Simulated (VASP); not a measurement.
Results of a VASP single-point calculation on Mg2Si (strained antifluorite)

POSCAR

```
Si Mg
 1.0000000000000000
     0.0000000000000000    3.2006528173000000    3.2006528173000000
     3.2006528173000000    0.0000000000000000    3.2006528173000000
     3.2006528173000000    3.2006528173000000    0.0000000000000000
 Si  Mg
   1   2
Cartesian
  0.0000000000000000  0.0000000000000000  0.0000000000000000
  1.6003264086500000  1.6003264086500000  1.6003264086500000
  4.8009792259499999  4.8009792259499999  4.8009792259499999
```

* gap between bands v and c: 0.48 eV
* least direct gap: 2.30 eV

Band v is the last that the valence electrons fill when counted band by band, and c is the next. Levels in eV from the top of v:

```json
{"point": "Γ", "v−1": "0.00", "v": "0.00", "c": "2.30", "c+1": "2.80"}
{"point": "X", "v−1": "-2.00", "v": "-2.00", "c": "0.48", "c+1": "0.71"}
{"point": "K", "v−1": "-3.47", "v": "-1.67", "c": "0.99", "c+1": "3.30"}
{"point": "L", "v−1": "-0.73", "v": "-0.73", "c": "1.62", "c+1": "2.81"}
{"point": "W", "v−1": "-3.63", "v": "-2.68", "c": "2.96", "c+1": "3.90"}
```

Which of these levels of theory gave these results?
A. PBE0
B. r²SCAN
C. LDA
D. PBE with spin–orbit coupling
E. PBE
F. PBEsol
G. HSE06

B.

The INCAR was:

```
NELM = 120
NBANDS = 11
NSW = 0
ENCUT = 520
ISMEAR = 0
PREC = Accurate
LWAVE = .FALSE.
LCHARG = .FALSE.
LASPH = .TRUE.
SIGMA = 0.01
LREAL = .FALSE.
ISIF = 2
ALGO = Normal
EDIFF = 1E-7
IBRION = -1
METAGGA = R2SCAN
```
